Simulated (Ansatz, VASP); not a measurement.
**Two plane-wave programs on V**

Contents of POSCAR:

```
V
1.0
   -1.4760541839      1.4760541839      1.4760541839
    1.4760541839     -1.4760541839      1.4760541839
    1.4760541839      1.4760541839     -1.4760541839
V
1
Direct
    0.0000000000      0.0000000000      0.0000000000
```

INCAR.step1

```
SYSTEM = V
  PREC = Accurate
  ENCUT = 520
  ISMEAR = 0
  SIGMA = 0.1
  LREAL = .False.
  LASPH = .True.
  NELM = 60
  NBANDS = 12
  GGA = PE
  ALGO = Normal
  EDIFF = 1E-4
  LWAVE = .True.
  LCHARG = .False.
```

The input INCAR.step2:

```
SYSTEM = V
  PREC = Accurate
  ENCUT = 520
  EDIFF = 1E-6
  ISMEAR = 0
  SIGMA = 0.1
  LREAL = .False.
  LASPH = .True.
  NELM = 60
  ALGO = Normal
  ISIF = 2
  LWAVE = .False.
  LCHARG = .False.
  METAGGA = R2SCAN
  LMIXTAU = .True.
  NBANDS = 12
  ISTART = 1
```

KPOINTS

```
regular mesh
0
Gamma
  20 20 20
  0 0 0
```

Input for Ansatz:

```yaml
crystal:
  lattice:
    - [-1.4760541839, 1.4760541839, 1.4760541839]
    - [1.4760541839, -1.4760541839, 1.4760541839]
    - [1.4760541839, 1.4760541839, -1.4760541839]
  atoms:
    - { symbol: V, position: [0.0, 0.0, 0.0] }
basis:
  ecutwfc: 500
kpoints:
  mp_grid: { grid: [20, 20, 20] }
hamiltonian:
  xc: r2scan
scf:
  occupations: { method: gaussian, width: 0.1 }
output:
  forces: true
  stress: true
  eigenvalues: true
  write_density: true
  write_potential: true
  elf: true
  volumetric_format: npy
```

Alike in both runs: task single point; functional r2SCAN; k mesh 20 × 20 × 20; occupations gaussian, width 0.1 eV; no spin polarisation.

|  | VASP | Ansatz |
| --- | --- | --- |
| version | VASP 6.6.1 | Ansatz 0.2.0 |
| potentials or method | VASP PAW PBE potentials, release 64 (V_sv) | scalar-relativistic, plane waves, PAW |
| plane-wave cutoff (eV) | 520 | 500 |
| valence electrons in the cell | 13 | 13 |

|  | VASP | Ansatz | Ansatz less VASP |
| --- | --- | --- | --- |
| gap on the k mesh at the Fermi level (eV) | none | none | - |
| pressure (GPa) | 7.1 | 6.3 | -0.82 |

A gap of «none» marks a metal or a gap that the smearing closes.

Caveats: the PAW data sets were made with another functional, which shifts forces and pressure a little (VASP).
